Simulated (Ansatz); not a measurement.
An input for Ansatz 0.2.0 (MgO (Fm-3m)):

```yaml
crystal:
  lattice:
    - [0.0, 2.0970013927, 2.0970013927]
    - [2.0970013927, 0.0, 2.0970013927]
    - [2.0970013927, 2.0970013927, 0.0]
  atoms:
    - { symbol: Mg, position: [0.0, 0.0, 0.0] }
    - { symbol: O, position: [0.5, 0.5, 0.5] }
kpoints:
  mp_grid: { grid: [8, 8, 8] }
hamiltonian:
  xc:
    exchange: pbe
    correlation: pbe
    exx: { coeff: 0.6, omega: 0.2078 }
  pseudopotentials: { kind: paw, azcp: { folder: soft_1 } }
scf:
  occupations: { method: fixed }
gw:
  n_empty_bands: 76
  ecut_chi: 150.0
  qp_bands: [v2, c2]
  qp_kpoints: band_edges
  screening: { model: contour_deformation }
```

```sh
ansatz run input.yaml --threads 3 --pin off --max-ram 92160MiB --backend cuda --events-out ev --progress --plain --runs-dir out --devices 1 --max-vram 13GiB
```

Q: How long will it take on 1 × NVIDIA H100 80GB HBM3 (shared by 6 runs) with 3 threads of AMD EPYC 7R13 (Zen 3), shared host, and how much memory?

It took 32 s; on shared hardware allow 16 s to 65 s. Peak host memory was 1.4 GiB. The sizes that set the cost: 339 plane waves a state, 29 irreducible k points, 84 bands summed, 65 plane waves in the screening and 17 SCF cycles.

The screening grows as filled bands × empty bands × pairs of k points, times the square of the screening basis for the matrix.

[Paths, hosts, dates, memory and timing lines, banners, echoed tables and standing remarks are left out of the program output.]

[Logs are printed without paths, hosts, clocks, repeated set-up lines and the standing remarks that a program may print on its own settings, such as how far it seeks lower states.]

[Runs of the session that timed out or met a known fault of the program may be left out.]

[Cells called generated may have been cut or substituted from an entry of the Crystallography Open Database or the Materials Project.]

[Hosts, paths, dates, database ids (printed as entryN), source tags and the programs' standing remarks are cut or masked in the printed files.]
